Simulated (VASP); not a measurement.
# Tm (Im-3m) in VASP: a series of runs, part 2 of 2

VASP 6.6.1. Earlier steps stand in the parts before.

### 6 Single point, PBE, collinear spin, ferromagnetic start

Contents of INCAR:

```
SYSTEM = Tm
PREC = Accurate ; ENCUT = 200
EDIFF = 1E-6 ; ISMEAR = -1
SIGMA = 0.1 ; LREAL = .FALSE.
LASPH = .TRUE. ; NELM = 100
ALGO = Normal ; ISIF = 2
LWAVE = .FALSE. ; LCHARG = .FALSE.
ISPIN = 2 ; MAGMOM = 2
LORBIT = 11 ; LMAXMIX = 6
GGA = PE ; NBANDS = 22
ADDGRID = .FALSE.
```

Contents of KPOINTS:

```
regular mesh
0
G
  4 4 4
  0 0 0
```

Contents of POSCAR:

```
Tm
1.0
   -1.9705499473      1.9705499473      1.9705499473
    1.9705499473     -1.9705499473      1.9705499473
    1.9705499473      1.9705499473     -1.9705499473
Tm
1
Direct
    0.0000000000      0.0000000000      0.0000000000
```

Potentials or basis: VASP PAW PBE potentials, release 64 (Tm).

The run is started by

```bash
$ cat potpaw_PBE.64/Tm/POTCAR > POTCAR
$ mpirun -np 1 vasp_std > vasp.out
```

OUTCAR:

```text
SYSTEM = Tm
   PREC = Accurate
   ENCUT = 200
   EDIFF = 1E-6
   ISMEAR = -1
   LREAL = .FALSE.
   LASPH = .TRUE.
   NELM = 100
   ISIF = 2
   ISPIN = 2
   LORBIT = 11
   GGA = PE

 Found      8 irreducible k-points:

 Following reciprocal coordinates:
            Coordinates               Weight
  0.000000  0.000000  0.000000      1.000000
  0.250000  0.000000  0.000000     12.000000
  0.500000  0.000000  0.000000      6.000000
  0.250000  0.250000  0.000000     24.000000
  0.250000  0.250000  0.250000      2.000000
 -0.250000  0.250000  0.250000      6.000000
   k-points           NKPTS =      8   k-points in BZ     NKDIM =      8   number of bands    NBANDS=     22
   number of dos      NEDOS =    301   number of ions     NIONS =      1
   total plane-waves  NPLWV =   4096
   dimension x,y,z NGX =    16 NGY =   16 NGZ =   16
   dimension x,y,z NGXF=    32 NGYF=   32 NGZF=   32
   ions per type =               1
   NGX,Y,Z   is equivalent  to a cutoff of   7.79,  7.79,  7.79 a.u.
   NGXF,Y,Z  is equivalent  to a cutoff of  15.59, 15.59, 15.59 a.u.
 SYSTEM =  Tm
   PREC   = accura    normal or accurate (medium, high low for compatibility)
   ISTART =      0    job   : 0-new  1-cont  2-samecut
   ICHARG =      2    charge: 1-file 2-atom 10-const
   ISPIN  =      2    spin polarized calculation?
   LNONCOLLINEAR =      F non collinear calculations
   LSORBIT =      F    spin-orbit coupling
   LASPH  =      T    aspherical Exc in radial PAW
   ENCUT  =  200.0 eV  14.70 Ry    3.83 a.u.   3.94  3.94  3.94*2*pi/ulx,y,z
   NELM   =    100;   NELMIN=  2; NELMDL= -5     # of ELM steps
   EDIFF  = 0.1E-05   stopping-criterion for ELM
   LREAL  =      F    real-space projection
   EDIFFG = 0.1E-04   stopping-criterion for IOM
   NSW    =      0    number of steps for IOM
   IBRION =     -1    ionic relax: 0-MD 1-quasi-New 2-CG
   NFREE  =      0    steps in history (QN), initial steepest desc. (CG)
   ISIF   =      2    stress and relaxation
   ISYM   =      2    0-nonsym 1-usesym 2-fastsym
   POTIM  = 0.5000    time-step for ionic-motion
   TEBEG  =    0.0;   TEEND  =   0.0 temperature during run
   PSTRESS=    0.0 pullay stress
   NELECT =      23.0000    total number of electrons
   NUPDOWN=      -1.0000    fix difference up-down
   EMIN   =  10.00;   EMAX   =-10.00  energy-range for DOS
   EFERMI =   0.00;   METHOD = LEGACY
   ISMEAR =    -1;   SIGMA  =   0.10  broadening in eV -4-tet -1-fermi 0-gaus
   EFERMI_NEDOS =   21; number of points for ismear=-14 and -15
   IALGO  =     38    algorithm
   IMIX   =      4    mixing-type and parameters
     AMIX     =   0.40;   BMIX     =  1.00
     AMIX_MAG =   1.60;   BMIX_MAG =  1.00
  volume/ion in A,a.u.               =      30.61       206.55
  Fermi-wavevector in a.u.,A,eV,Ry     =   1.488367  2.812606 30.140115  2.215236
  Thomas-Fermi vector in A             =   2.601411
   LORBIT       =     11    0 simple, 1 ext, 2 COOP (PROOUT), +10 PAW based schemes
   GGA     = PE    functional components
   LHFCALC =     F    Hartree Fock is set to
   AEXX    =    0.0000 exact exchange contribution
   IVDW    =     0    specifies the selected vdW correction
   LEPSILON=     F    determine dielectric tensor
   LRPA    =     F    only Hartree local field effects (RPA)
 spin polarized calculation
  energy-cutoff  :      200.00
  volume of cell :       30.61
 maximum number of plane-waves:       206
   NGX =  7   NGY =  7   NGZ =  7

 number of electron      23.0000103 magnetization       1.2905083

 Free energy of the ion-electron system (eV)
  ---------------------------------------------------
  ext. energy  EPLUGINS =         0.00000000
  ---------------------------------------------------
  free energy    TOTEN  =        -3.12244826 eV

  energy without entropy =       -2.90926612  energy(sigma->0) =       -3.01585719

 E-fermi :   2.3494     XC(G=0): -10.2594

 val. band max:        2.3449342330   @ k =   0.2500   0.2500   0.0000
 cond. band min:       2.3772970497   @ k =   0.2500   0.2500   0.2500
 fundamental gap:      0.0323628167
 Fermi energy:         2.3494486533

 spin component 1

 k-point     1 :       0.0000    0.0000    0.0000
  band No.  band energies     occupation
      1     -48.7905      1.00000
      2     -21.4628      1.00000
      3     -21.4628      1.00000
      4     -21.4628      1.00000
      5      -3.0977      1.00000
      6       0.5736      1.00000
[... 14 lines left out ...]
     21      21.5687      0.00000
     22      21.5687      0.00000

 k-point     2 :       0.2500    0.0000    0.0000
  band No.  band energies     occupation
      1     -48.7691      1.00000
      2     -21.7220      1.00000
      3     -21.5213      1.00000
      4     -21.3992      1.00000
      5      -1.4430      1.00000
      6       0.6099      1.00000
[... 14 lines left out ...]
     21      18.1430      0.00000
     22      19.0991      0.00000

 k-point     3 :       0.5000    0.0000    0.0000
  band No.  band energies     occupation
      1     -48.7479      1.00000
      2     -22.0548      1.00000
      3     -21.6281      1.00000
      4     -21.3542      1.00000
      5       0.3482      1.00000
      6       0.6345      1.00000
[... 14 lines left out ...]
     21      19.2754      0.00000
     22      21.8444      0.00000

 k-point     4 :       0.2500    0.2500    0.0000
  band No.  band energies     occupation
      1     -48.7481      1.00000
      2     -21.8939      1.00000
      3     -21.6845      1.00000
      4     -21.4719      1.00000
      5       0.6385      1.00000
      6       0.6861      1.00000
[... 14 lines left out ...]
     21      17.9337      0.00000
     22      20.4582      0.00000

 k-point     5 :       0.2500    0.2500    0.2500
  band No.  band energies     occupation
      1     -48.7451      1.00000
      2     -21.6086      1.00000
      3     -21.6086      1.00000
      4     -21.6086      1.00000
      5       0.7173      1.00000
      6       0.7173      1.00000
[... 14 lines left out ...]
     21      21.1052      0.00000
     22      21.1052      0.00000

 k-point     6 :      -0.2500    0.2500    0.2500
  band No.  band energies     occupation
      1     -48.7509      1.00000
      2     -21.7031      1.00000
      3     -21.6755      1.00000
      4     -21.6755      1.00000
      5      -0.0494      1.00000
      6       0.5984      1.00000
[... 14 lines left out ...]
     21      18.0289      0.00000
     22      20.4463      0.00000

 [... further k-points ...]

 spin component 2

 k-point     1 :       0.0000    0.0000    0.0000
  band No.  band energies     occupation
      1     -48.1889      1.00000
      2     -21.0552      1.00000
      3     -21.0552      1.00000
      4     -21.0552      1.00000
      5      -3.1842      1.00000
      6       1.8337      0.99427
[... 14 lines left out ...]
     21      21.5328      0.00000
     22      21.5328      0.00000

 k-point     2 :       0.2500    0.0000    0.0000
  band No.  band energies     occupation
      1     -48.1663      1.00000
      2     -21.3345      1.00000
      3     -21.1205      1.00000
      4     -20.9953      1.00000
      5      -1.5171      1.00000
      6       1.7305      0.99795
[... 14 lines left out ...]
     21      18.0455      0.00000
     22      19.0918      0.00000

 k-point     3 :       0.5000    0.0000    0.0000
  band No.  band energies     occupation
      1     -48.1439      1.00000
      2     -21.6794      1.00000
      3     -21.2318      1.00000
      4     -20.9530      1.00000
      5       0.2884      1.00000
      6       1.6632      0.99896
[... 14 lines left out ...]
     21      19.1797      0.00000
     22      21.9247      0.00000

 k-point     4 :       0.2500    0.2500    0.0000
  band No.  band energies     occupation
      1     -48.1441      1.00000
      2     -21.5160      1.00000
      3     -21.2918      1.00000
      4     -21.0701      1.00000
      5       0.7747      1.00000
      6       1.6754      0.99882
[... 14 lines left out ...]
     21      17.9022      0.00000
     22      20.4092      0.00000

 k-point     5 :       0.2500    0.2500    0.2500
  band No.  band energies     occupation
      1     -48.1406      1.00000
      2     -21.2247      1.00000
      3     -21.2247      1.00000
      4     -21.2247      1.00000
      5       1.6356      0.99921
      6       1.9233      0.98609
[... 14 lines left out ...]
     21      20.9824      0.00000
     22      20.9824      0.00000

 k-point     6 :      -0.2500    0.2500    0.2500
  band No.  band energies     occupation
      1     -48.1472      1.00000
      2     -21.3182      1.00000
      3     -21.2777      1.00000
      4     -21.2777      1.00000
      5      -0.1123      1.00000
      6       1.6486      0.99910
[... 14 lines left out ...]
     21      18.0986      0.00000
     22      20.3775      0.00000

 [... further k-points ...]

------------------------ aborting loop because EDIFF is reached ----------------------------------------

  FORCE on cell =-STRESS in cart. coord.  units (eV):
  Direction    XX          YY          ZZ          XY          YZ          ZX
  --------------------------------------------------------------------------------------
  -------------------------------------------------------------------------------------
  Total       -8.6571208     -8.6571208     -8.6571208     -0.0000000     -0.0000000     -0.0000000
  in kB     -453.1706021   -453.1706021   -453.1706021     -0.0000000     -0.0000000     -0.0000000
  external PRESSURE =    -453.1706021 kB  Pullay stress =       0.0000000 kB

 VOLUME and BASIS-vectors are now :
 -----------------------------------------------------------------------------
  energy-cutoff  :      200.00
  volume of cell :       30.61
      direct lattice vectors                 reciprocal lattice vectors
    -1.970549947  1.970549947  1.970549947     0.000000000  0.253736273  0.253736273
     1.970549947 -1.970549947  1.970549947     0.253736273  0.000000000  0.253736273
     1.970549947  1.970549947 -1.970549947     0.253736273  0.253736273  0.000000000

 POSITION                                       TOTAL-FORCE (eV/Angst)
 -----------------------------------------------------------------------------------
      0.00000      0.00000      0.00000         0.000000      0.000000     -0.000000
 -----------------------------------------------------------------------------------
    total drift:                                0.000000      0.000000      0.000000

  FREE ENERGIE OF THE ION-ELECTRON SYSTEM (eV)
  ---------------------------------------------------
  free  energy   TOTEN  =        -3.1224482587 eV

  energy  without entropy=       -2.9092661181  energy(sigma->0) =       -3.01585719

 total charge

# of ion       s       p       d       f       tot
--------------------------------------------------
    1        2.218   6.460   0.506  12.449  21.633

 magnetization (x)

# of ion       s       p       d       f       tot
--------------------------------------------------
    1        0.004  -0.026  -0.039   1.418   1.357
```

stdout:

```text
POSCAR found type information on POSCAR Tm
 POSCAR found :  1 types and       1 ions
 scaLAPACK will be used
 LDA part: xc-table for (Slater+PW92), standard interpolation
 POSCAR, INCAR and KPOINTS ok, starting setup
 FFT: planning ... GRIDC
 FFT: planning ... GRID_SOFT
 FFT: planning ... GRID
 WAVECAR not read
 entering main loop
```

Run time: 12 s. Hardware: 1 thread of AMD EPYC 9R45 (Zen 5), shared host; peak memory 0.08 GiB.

The run converged, but a check on its numbers failed (symmetry, net force, bounds or a known fault of this set-up), so they aren't taken as properties of the crystal.

Caveat: the k mesh is coarse (spacing up to 0.56 Å⁻¹), so the values aren't converged; the cutoff lies under the usual one of these potentials, so the numbers hold a large basis-set error; the magnetic or orbital state may not be the lowest; a pressure of tens of GPa on the cell as given is suspect, and the run, the potentials or the cell itself is likely at fault; spin-orbit coupling is left out, which moves the levels of the heavy elements.

### 7 For comparison

An earlier run on the cell as given: functional PBE; potentials or basis VASP PAW PBE potentials, release 64 (Tm); cutoff 520 eV; k mesh 10 × 10 × 10; occupations fermi-dirac, width 0.05 eV; collinear spin, ferromagnetic start; starting moments [2.0] μB.

- Pressure: 2.8 GPa
- Band gap on the k mesh: none (metal or under the smearing width)
- Net moment: 1.14 μB per cell
- Site moments: Tm +1.22 μB
- Valence electrons inside the program's atomic spheres: Tm 21.06

### 8 Summary

```tsv
level	potentials or basis	k mesh	cutoff (eV)	smearing	gap on the mesh (eV)	pressure (GPa)	moment (μB)
PBE	VASP PAW PBE potentials, release 64 (Tm_3), 4f in core	10 × 10 × 10	520	gaussian 0.02 eV	none	0.0	0.40
PBEsol	VASP PAW PBE potentials, release 64 (Tm_3), 4f in core	10 × 10 × 10	600	gaussian 0.02 eV	none	-2.4	0.40
PBE	VASP PAW PBE potentials, release 64 (Tm)	17 × 17 × 17	900	fermi-dirac 0.05 eV	none	2.9	1.14
PBE	VASP PAW PBE potentials, release 64 (Tm)	10 × 10 × 10	520	fermi-dirac 0.05 eV	none	2.8	1.14
```

Alike in all rows: task single point; spin collinear, ferromagnetic start; cell as given.

Caveats: the magnetic or orbital state may not be the lowest; spin-orbit coupling is left out, which moves the levels of the heavy elements; the 4f electrons are frozen in the core as for a trivalent ion, so they carry no moment and show no levels (some runs); the PAW data sets were made with another functional, which shifts forces and pressure a little (some runs).

Absolute energies hang on the potentials; compare differences alone.
